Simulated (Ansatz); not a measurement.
# TiO2: a line through an energy map

One line of a two-coordinate grid on TiO₂ (P4_2/mnm, No. 136; 6 atoms in the cell): c/a of the conventional cell is varied, at volume per atom = 11.79 Å³.

Method: DFT PBE, scalar-relativistic, plane waves, PAW, in Ansatz 0.2.0.

20 further runs of the same task are left out: 1 for a known fault of the program, 19 set aside as unsound or not needed.

## Step 1: Starting point

Symmetry: P4_2/mnm, No. 136, tetragonal system. The conventional cell has a = 4.643 Å, b = 4.643 Å, c = 2.964 Å, α = 90.00°, β = 90.00°, γ = 90.00°. Ti (site symmetry mmm) has 6 O at 1.96 to 2.00 Å as nearest neighbours. Around O (site symmetry m2m) lie 3 Ti at 1.96 to 2.00 Å.

Structure file:

```
CELL_PARAMETERS angstrom
4.64340 0.00000 0.00000
0.00000 4.64340 0.00000
0.00000 0.00000 2.96386
ATOMIC_POSITIONS crystal
Ti 0.00000 0.00000 0.00000
Ti 0.50000 0.50000 0.50000
O 0.30510 0.30510 0.00000
O 0.19490 0.80510 0.50000
O 0.69490 0.69490 0.00000
O 0.80510 0.19490 0.50000
```

It is the result of an earlier relaxation at this level (volume 10.65 Å³/atom; gap on the mesh: 1.86 eV).

## Step 2: What is varied

The energy is mapped over volume and the cell's shape.

- volume per atom: 7 values from 8.95 to 12.36 Å³
- c/a of the conventional cell: 7 values from 0.566 to 0.720

Nothing else is relaxed (fractional coordinates fixed). Energies count from the relaxed crystal. Points are written as (first, second).

## Step 3: Grid point (11.79 Å³, 0.566)

input.yaml

```yaml
crystal:
  lattice:
    - [4.9999293026, 0.0, 0.0]
    - [0.0, 4.9999293026, 0.0]
    - [0.0, 0.0, 2.8289599994]
  atoms:
    - { symbol: Ti, position: [0.0, 0.0, 0.0] }
    - { symbol: Ti, position: [0.5, 0.5, 0.5] }
    - { symbol: O, position: [0.3050970583, 0.3050970583, 0.0] }
    - { symbol: O, position: [0.1949029417, 0.8050970583, 0.5] }
    - { symbol: O, position: [0.6949029417, 0.6949029417, 0.0] }
    - { symbol: O, position: [0.8050970583, 0.1949029417, 0.5] }
basis:
  ecutwfc: 520.0
kpoints:
  mp_grid: { grid: [8, 8, 10] }
hamiltonian:
  xc: pbe
  pseudopotentials: { kind: paw, azcp: { folder: soft_1 } }
scf:
  occupations: { method: gaussian, width: 0.05 }
output:
  forces: true
  stress: true
  eigenvalues: true
```

Launch:

```sh
$ ansatz run input.yaml --threads 2 --pin off --max-ram 4096MiB --backend cpu --events-out ev --progress --plain --runs-dir out
```

The session goes on with these runs: the other points of the line.

Before running it: what results should come out? Wanted: for each run, c/a of the conventional cell; energy; slope; pressure; largest force on an atom.

**Answer**, as computed:

| c/a of the conventional cell | step | energy (meV/atom) | slope (meV/atom per unit) | pressure (GPa) | band gap on the k-mesh (eV) | largest force on an atom (eV/Å) |
| --- | --- | --- | --- | --- | --- | --- |
| 0.566 | 3 | 123 | −2104 | −13.3 | 1.73 | 0.89 |
| 0.589 | – | 86 | −1104 | −15.4 | 1.74 | 0.77 |
| 0.613 | 4 | 70 | −272 | −17.1 | 1.70 | 0.62 |
| 0.638 | 5 | 72 | 403 | −18.5 | 1.61 | 0.46 |
| 0.664 | 6 | 90 | 930 | −19.6 | 1.55 | 0.29 |
| 0.692 | 7 | 121 | 1328 | −20.2 | 1.53 | 0.11 |
| 0.720 | 8 | 163 | 1627 | −20.5 | 1.57 | 0.06 |

Energies count from the relaxed crystal. Rows without a step come from runs not printed here or follow by symmetry. Slopes come from the forces (and the stress, where the cell changes), not from differences of energies.

What this shows: The lowest point of the line is at 0.613, 70 meV/atom from the zero. Energies and slopes round the minimum, fitted together, put the minimum at 0.6224, with a curvature of about 28000 meV/atom per (unit)². The highest point computed, at 0.720, lies 93 meV/atom above the lowest. This is one cut through a surface in two coordinates; the map's lowest point lies off it. With the other coordinates free, the energies away from the reference would be the same or lower.

The gaps are Kohn-Sham values of a semilocal functional, not quasiparticle or optical gaps. Such gaps usually fall short of the measured ones.
